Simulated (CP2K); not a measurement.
# Li (P6_3/mmc) in CP2K: a series of runs, part 2 of 2

CP2K 2026.2. The steps go on from the part before.

### 6 Single point, rev-vdW-DF2

Contents of li_scf.inp:

```
&GLOBAL
  PROJECT li_scf
  RUN_TYPE ENERGY_FORCE
  PRINT_LEVEL LOW
&END GLOBAL
&FORCE_EVAL
  METHOD QS
  STRESS_TENSOR ANALYTICAL
  &DFT
    BASIS_SET_FILE_NAME BASIS_MOLOPT_UZH
    POTENTIAL_FILE_NAME POTENTIAL_UZH
    &MGRID
      CUTOFF 675
      REL_CUTOFF 60
      NGRIDS 5
    &END MGRID
    &QS
      METHOD GPW
      EPS_DEFAULT 1.0E-9
    &END QS
    &KPOINTS
      SCHEME MONKHORST-PACK 10 10 5
      GAMMA_CENTERED T
      SYMMETRY T
      SYMMETRY_BACKEND SPGLIB
    &END KPOINTS
    &SCF
      SCF_GUESS ATOMIC
      EPS_SCF 1.0E-6
      MAX_SCF 100
      ADDED_MOS 10
      CHOLESKY OFF
      EPS_EIGVAL 1.0E-7
      &DIAGONALIZATION ON
        ALGORITHM STANDARD
      &END DIAGONALIZATION
      &MIXING ON
        METHOD BROYDEN_MIXING
        ALPHA 0.4
        BETA 1.5
        NBUFFER 8
      &END MIXING
      &SMEAR ON
        METHOD FERMI_DIRAC
        ELECTRONIC_TEMPERATURE [K] 580.226
      &END SMEAR
    &END SCF
    &XC
      &XC_FUNCTIONAL
        &GGA_X_B86_R
        &END GGA_X_B86_R
        &LDA_C_PW
        &END LDA_C_PW
      &END XC_FUNCTIONAL
      &VDW_POTENTIAL
        POTENTIAL_TYPE NON_LOCAL
        &NON_LOCAL
          TYPE LMKLL
          KERNEL_FILE_NAME vdW_kernel_table.dat
          CUTOFF 300
        &END NON_LOCAL
      &END VDW_POTENTIAL
    &END XC
    &PRINT
      &KPOINTS ON
      &END KPOINTS
      &MULLIKEN ON
      &END MULLIKEN
      &MO ON
        ENERGIES T
        OCCUPATION_NUMBERS T
        &EACH
          QS_SCF 0
        &END EACH
        ADD_LAST NUMERIC
      &END MO
    &END PRINT
  &END DFT
  &SUBSYS
    &CELL
      A 3.1110000000 0.0000000000 0.0000000000
      B -1.5555000000 2.6942050312 0.0000000000
      C 0.0000000000 0.0000000000 5.0930000000
      PERIODIC XYZ
    &END CELL
    &COORD
      SCALED
      Li  0.6666666667 0.3333333333 0.7500000000
      Li  0.3333333333 0.6666666667 0.2500000000
    &END COORD
    &KIND Li
      BASIS_SET TZVP-MOLOPT-PBE-GTH-q3
      POTENTIAL GTH-PBE-q3
    &END KIND
    &PRINT
      &ATOMIC_COORDINATES ON
      &END ATOMIC_COORDINATES
      &CELL ON
      &END CELL
    &END PRINT
  &END SUBSYS
  &PRINT
    &FORCES ON
    &END FORCES
    &STRESS_TENSOR ON
    &END STRESS_TENSOR
  &END PRINT
&END FORCE_EVAL
```

Potentials or basis: POTENTIAL_UZH Li GTH-PBE-q3; TZVP-MOLOPT-PBE-GTH basis.

The run is started by

```
OMP_NUM_THREADS=1 cp2k.psmp -i li_scf.inp -o li_scf.out
```

li_scf.out:

```text

 CP2K| version string:                                       CP2K version 2026.2
 CP2K| Input file name                                                li_scf.inp

 GLOBAL| Force Environment number                                              1
 GLOBAL| Basis set file name                                    BASIS_MOLOPT_UZH
 GLOBAL| Potential file name                                       POTENTIAL_UZH
 GLOBAL| MM Potential file name                                     MM_POTENTIAL
 GLOBAL| Coordinate file name                                      __STD_INPUT__
 GLOBAL| Method name                                                        CP2K
 GLOBAL| Project name                                                     li_scf
 GLOBAL| Run type                                                   ENERGY_FORCE
 GLOBAL| FFT library                                                       FFTW3
[... 6 lines left out ...]
 GLOBAL| Total number of message passing processes                             1
 GLOBAL| Number of threads for this process                                    1
 GLOBAL| CPU model name                          Intel(R) Xeon(R) Platinum 8488C

 CELL| Volume [angstrom^3]:                                            42.687855
 CELL| Vector a [angstrom]:       3.111     0.000     0.000   |a| =     3.111000
 CELL| Vector b [angstrom]:      -1.556     2.694     0.000   |b| =     3.111000
 CELL| Vector c [angstrom]:       0.000     0.000     5.093   |c| =     5.093000
 CELL| Angle (b,c), alpha [degree]:                                    90.000000
 CELL| Angle (a,c), beta  [degree]:                                    90.000000
 CELL| Angle (a,b), gamma [degree]:                                   120.000000
 CELL| Numerically orthorhombic:                                              NO
 CELL| Periodicity                                                           XYZ

[... 421 lines left out ...]
 MO|     11               0.989476              26.925009               0.000000
 MO|     12               1.190988              32.408441               0.000000
 MO|     13               3.497487              95.171449               0.000000
 MO| Sum:                                                               6.000000
 MO| E(Fermi):            0.007435 a.u.          0.202315 eV

 [... the levels of further k-points ...]

 !-----------------------------------------------------------------------------!
                     Mulliken Population Analysis

 #  Atom  Element  Kind  Atomic population                           Net charge
       1     Li       1          3.000000                             -0.000000
       2     Li       1          3.000000                             -0.000000
 # Total charge                              6.000000                 -0.000000

 !-----------------------------------------------------------------------------!

 ENERGY| Total FORCE_EVAL ( QS ) energy [hartree]            -14.943050855017001

 FORCES| Atomic forces [hartree/bohr]
 FORCES|   Atom     x               y               z               |f|
 FORCES|      1  5.99143544E-09 -3.20236681E-09  6.99096855E-11   6.79391928E-09
 FORCES|      2 -5.99143594E-09  3.20236586E-09 -6.99095446E-11   6.79391927E-09
 FORCES| Sum    -4.97019186E-16 -9.41671205E-16  1.40836994E-16
 FORCES| Total atomic force                                       1.07406135E-15

 STRESS| Analytical stress tensor [bar]
 STRESS|                        x                   y                   z
 STRESS|      x       -5.70764537888E+03   1.72408799399E+00  -3.60826121952E-04
 STRESS|      y        1.72408799399E+00  -5.70564045937E+03  -6.24916268929E-04
 STRESS|      z       -3.60826121952E-04  -6.24916268929E-04  -8.07885484876E+03
 STRESS| 1/3 Trace                                            -6.49738022900E+03
 STRESS| Determinant                                          -2.63094124255E+11

 STRESS| Eigenvectors and eigenvalues of the analytical stress tensor [bar]
 STRESS|                        1                   2                   3
 STRESS| Eigenvalues  -8.07885484876E+03  -5.70863726237E+03  -5.70464857588E+03
 STRESS|      x           0.000000151978      0.866790507417      0.498672453874
 STRESS|      y           0.000000263210     -0.498672453874      0.866790507417
 STRESS|      z           1.000000000000     -0.000000000478     -0.000000303935
```

It took 19 s on 1 thread of Intel Xeon Platinum 8488C (Sapphire Rapids), shared host; peak memory 0.42 GiB.

What came out:

```yaml
Free_energy: -406.6211 eV
Pressure: -0.6 GPa
Band_gap_on_the_k_mesh: none (metal or under the smearing width)
```

Levels at points of the mesh, in eV from the Fermi level:
| k point | band 1 | band 2 | band 3 | band 4 | band 5 | band 6 |
| --- | --- | --- | --- | --- | --- | --- |
| (0.00, 0.00, 0.00) | -46.54 | -46.53 | -3.50 | 0.05 | 2.81 | 14.96 |
| (0.00, 0.50, 0.00) | -46.53 | -46.52 | -0.06 | 1.02 | 5.38 | 6.79 |

Caveat: the potentials were made for another functional, which shifts forces and pressure; the basis of atomic orbitals isn't converged, which shifts pressures, moduli and gaps.

### 7 Overview

| level | cutoff of the non-local correlation (Ry) | gap on the mesh (eV) | pressure (GPa) |
| --- | --- | --- | --- |
| PBE | - | none | -0.6 |
| LDA | - | none | -1.4 |
| PBEsol | - | none | -0.7 |
| AM05 | - | none | -0.4 |
| rev-vdW-DF2 | 300 | none | -0.6 |

Alike in all rows: task single point; potentials or basis POTENTIAL_UZH Li GTH-PBE-q3; TZVP-MOLOPT-PBE-GTH basis; no spin polarisation; cell as given; k mesh 10 × 10 × 5; smearing fermi-dirac 0.05 eV.

Caveats: the basis of atomic orbitals isn't converged, which shifts pressures, moduli and gaps; the potentials were made for another functional, which shifts forces and pressure (some runs).

Total energies depend on the potentials used, so only differences within one code and one set of settings carry meaning.
